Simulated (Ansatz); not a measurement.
# A Pb vacancy in rutile PbO2, 71 atoms, charge −4

Wanted: path and barrier of the jump (PBEsol and HSE06).

All numbers are computed with Ansatz 0.2.0 (PAW, plane waves).

### 1 The system as built

71 atoms (23 Pb, 48 O); a = 9.994 Å, b = 9.994 Å, c = 10.229 Å, α = 90.00°, β = 90.00°, γ = 90.00°. All atoms were shaken off their sites by about 0.02 Å along each axis. Defect site 1: (0.500, 0.500, 0.333).

The runs, in order: (2) PBEsol relaxation at the single k point (¼, ¼, ¼), on 1 × NVIDIA GB200 with 8 threads of Arm Neoverse-V2; (3) HSE06 single point at the single k point (¼, ¼, ¼), on 1 × NVIDIA GB200 with 8 threads of Arm Neoverse-V2; (4) PBEsol band at the single k point (¼, ¼, ¼), on 1 × NVIDIA GB200 with 8 threads of Arm Neoverse-V2; (5) HSE06 single point at the single k point (¼, ¼, ¼), on 1 × NVIDIA GB200 with 8 threads of Arm Neoverse-V2.

### 2 Relaxation of the positions (PBEsol)

File in.yaml:

```yaml
crystal:
  lattice:
    - [9.994454, 0.000000, 0.000000]
    - [0.000000, 9.994454, 0.000000]
    - [0.000000, 0.000000, 10.229409]
  atoms:
    - { symbol: Pb, position: [0.997521, 0.001370, 0.997254] }
    - { symbol: Pb, position: [0.998601, 0.001535, 0.329282] }
    - { symbol: Pb, position: [0.997607, 0.002842, 0.667329] }
    - { symbol: Pb, position: [0.002548, 0.500278, 0.002977] }
    - { symbol: Pb, position: [0.999253, 0.499925, 0.331002] }
    - { symbol: Pb, position: [0.000867, 0.499131, 0.668343] }
    - { symbol: Pb, position: [0.500102, 0.998290, 0.997139] }
    - { symbol: Pb, position: [0.500578, 0.000271, 0.332643] }
    - { symbol: Pb, position: [0.500993, 0.001749, 0.665031] }
    - { symbol: Pb, position: [0.500960, 0.501455, 0.001456] }
    - { symbol: Pb, position: [0.502559, 0.502893, 0.666922] }
    - { symbol: Pb, position: [0.247763, 0.251449, 0.169397] }
    - { symbol: Pb, position: [0.251183, 0.247785, 0.499637] }
    - { symbol: Pb, position: [0.248641, 0.246165, 0.833602] }
    - { symbol: Pb, position: [0.253306, 0.747814, 0.165810] }
    - { symbol: Pb, position: [0.252691, 0.748863, 0.500804] }
    - { symbol: Pb, position: [0.248934, 0.750014, 0.837005] }
    - { symbol: Pb, position: [0.748773, 0.251402, 0.165391] }
    - { symbol: Pb, position: [0.750503, 0.247756, 0.499905] }
    - { symbol: Pb, position: [0.749229, 0.252376, 0.833983] }
    - { symbol: Pb, position: [0.746895, 0.749478, 0.168023] }
    - { symbol: Pb, position: [0.750415, 0.751535, 0.503040] }
    - { symbol: Pb, position: [0.751361, 0.748450, 0.830867] }
    - { symbol: O, position: [0.152994, 0.155359, 0.003101] }
    - { symbol: O, position: [0.152078, 0.152814, 0.334862] }
    - { symbol: O, position: [0.155940, 0.155398, 0.666960] }
    - { symbol: O, position: [0.152652, 0.648330, 0.002921] }
    - { symbol: O, position: [0.153938, 0.652194, 0.332024] }
    - { symbol: O, position: [0.155609, 0.654098, 0.665914] }
    - { symbol: O, position: [0.653172, 0.155033, 0.998319] }
    - { symbol: O, position: [0.649457, 0.150832, 0.333335] }
    - { symbol: O, position: [0.653610, 0.149235, 0.665463] }
    - { symbol: O, position: [0.657181, 0.650369, 0.996486] }
    - { symbol: O, position: [0.651557, 0.652482, 0.334204] }
    - { symbol: O, position: [0.652421, 0.652774, 0.665436] }
    - { symbol: O, position: [0.343048, 0.345003, 0.996555] }
    - { symbol: O, position: [0.345683, 0.349709, 0.334021] }
    - { symbol: O, position: [0.346265, 0.346062, 0.664447] }
    - { symbol: O, position: [0.346846, 0.845809, 0.997906] }
    - { symbol: O, position: [0.347106, 0.840131, 0.332073] }
    - { symbol: O, position: [0.345340, 0.845136, 0.662750] }
    - { symbol: O, position: [0.843421, 0.344921, 0.000016] }
    - { symbol: O, position: [0.840248, 0.347724, 0.334335] }
    - { symbol: O, position: [0.844664, 0.344191, 0.665394] }
    - { symbol: O, position: [0.844001, 0.848630, 0.000655] }
    - { symbol: O, position: [0.848558, 0.844646, 0.335033] }
    - { symbol: O, position: [0.846428, 0.844569, 0.666983] }
    - { symbol: O, position: [0.093614, 0.402631, 0.164068] }
    - { symbol: O, position: [0.094144, 0.399674, 0.504902] }
    - { symbol: O, position: [0.097096, 0.405573, 0.834073] }
    - { symbol: O, position: [0.093400, 0.904315, 0.170797] }
    - { symbol: O, position: [0.099465, 0.904337, 0.500282] }
    - { symbol: O, position: [0.099100, 0.907331, 0.832954] }
    - { symbol: O, position: [0.597329, 0.407223, 0.169275] }
    - { symbol: O, position: [0.594493, 0.404103, 0.498316] }
    - { symbol: O, position: [0.597106, 0.405345, 0.834790] }
    - { symbol: O, position: [0.595159, 0.904851, 0.168132] }
    - { symbol: O, position: [0.592409, 0.899513, 0.503132] }
    - { symbol: O, position: [0.595482, 0.903763, 0.832567] }
    - { symbol: O, position: [0.403885, 0.092639, 0.165602] }
    - { symbol: O, position: [0.403859, 0.098603, 0.499215] }
    - { symbol: O, position: [0.405775, 0.096780, 0.836185] }
    - { symbol: O, position: [0.402121, 0.594558, 0.163959] }
    - { symbol: O, position: [0.405144, 0.594541, 0.501642] }
    - { symbol: O, position: [0.403372, 0.591035, 0.834108] }
    - { symbol: O, position: [0.906956, 0.098585, 0.163605] }
    - { symbol: O, position: [0.902455, 0.095308, 0.500632] }
    - { symbol: O, position: [0.903456, 0.091939, 0.835840] }
    - { symbol: O, position: [0.905203, 0.598036, 0.166569] }
    - { symbol: O, position: [0.904345, 0.590258, 0.502182] }
    - { symbol: O, position: [0.900266, 0.594186, 0.832735] }
  symmetry: { detect: false }
kpoints:
  mp_grid: { grid: [1, 1, 1], shift: [0.25, 0.25, 0.25] }
hamiltonian:
  xc: pbesol
total_charge: -4
scf:
  occupations: { method: fermi_dirac, width: 0.01 }
relax:
  f_tol: 0.03
  max_steps: 80
  escape_saddle: false
  adjacent_minimum: "off"
output:
  forces: true
  eigenvalues: true
  populations: true
  charged_corrections: { epsilon: 25 }
```

Started as:

```sh
ansatz run in.yaml --threads 8 --pin off --max-ram 118750MiB --runs-dir r --events-out ev --progress --plain --backend cuda --devices 0, --max-vram 170GiB
```

Further steps of the session: Single point with HSE06; Elastic band between the two sites; HSE06 single point.

What does the calculation give? Wanted: for each run, top filled to lowest empty.

**Answer**, as computed:

| level | time | top filled to lowest empty (eV) |
| --- | --- | --- |
| PBEsol, relaxation | 5.1 s (GPU) | 0.40 |
| HSE06 | 20 s (GPU) | 1.36 |
| HSE06, at the band's top | 20 s (GPU) | 1.48 |

| quantity | value |
| --- | --- |
| relaxation | 5 recorded steps, 1.66 eV gained |
| largest shift | 0.17 Å (O40) |
| barrier forwards, backwards | 1.64, 1.55 eV |
| jump | Pb by 3.80 Å |
| band iterations | 17 |
| top less start by HSE06 | 2.10 eV |

Relaxation gains 1.66 eV, with shifts up to 0.17 Å (O40). The PBEsol barrier is 1.64 eV forwards and 1.55 eV back, about 63 times kT at 300 K, without charge corrections. The cell's size and k points aren't converged for it. The top is a first-order saddle. On the same two geometries HSE06 gives 2.10 eV. At the same k points, PBEsol gives a spacing 0.96 eV smaller than the 1.36 eV of HSE06. In a defect cell this spacing can involve defect levels, so it need not be the gap. Spin–orbit coupling is left out, which matters for the band edges of the heavier elements here.
